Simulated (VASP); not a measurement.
Crystal: Sn.

```
Sn
1.0
     5.48205    0.00000    0.00000
     0.00000    5.48205    0.00000
     0.00000    0.00000    5.48205
Sn
4
Direct
  0.03000 0.03000 0.03000
  0.47000 0.97000 0.53000
  0.53000 0.47000 0.97000
  0.97000 0.53000 0.47000
```

The cell was built by a generator and needn't be a form met in nature.

| Property | Result |
| --- | --- |
| Program | VASP 6.6.1 |
| Task | relaxation of cell and atoms |
| Functional | PBE |
| Potentials or basis | VASP PAW PBE potentials, release 64 (Sn_d) |
| Cutoff | 600 eV |
| k mesh | 4 × 4 × 4 |
| Occupations | gaussian, width 0.1 eV |
| Spin | no spin polarisation |

At the start: pressure -7.5 GPa; volume 41.19 Å³/atom.

**Question.** How do energy, volume and symmetry change on relaxing?

**Answer.** Over 10 steps the energy falls by 421.5 meV/atom and the volume is 28.19 Å³/atom (-31.5 %); space group P2_13 (No. 198, to 0.05 Å).

Step by step:
```csv
step,energy change (eV),largest force (eV/Å),pressure (GPa),volume (Å³)
1,0.0000,0.2582,-7.52,164.75
2,-1.5441,0.0437,-2.46,122.82
3,-1.6012,0.1593,-0.29,116.33
4,-1.6017,0.1776,0.05,115.47
5,-1.6079,0.1784,0.02,115.24
6,-1.6260,0.1612,0.04,114.55
7,-1.6520,0.1139,0.23,113.18
8,-1.6770,0.0483,0.94,110.48
9,-1.6849,0.0432,0.16,112.00
10,-1.6860,0.0362,-0.21,112.77
```

Final structure:
```
CELL_PARAMETERS angstrom
4.83134 0.00000 0.00000
0.00000 4.83134 0.00000
0.00000 0.00000 4.83134
ATOMIC_POSITIONS crystal
Sn 0.00599 0.00599 0.00599
Sn 0.49401 0.99401 0.50599
Sn 0.50599 0.49401 0.99401
Sn 0.99401 0.50599 0.49401
```

Caveat: the volume moved by over 15 % at a fixed basis, so the end points are rough.
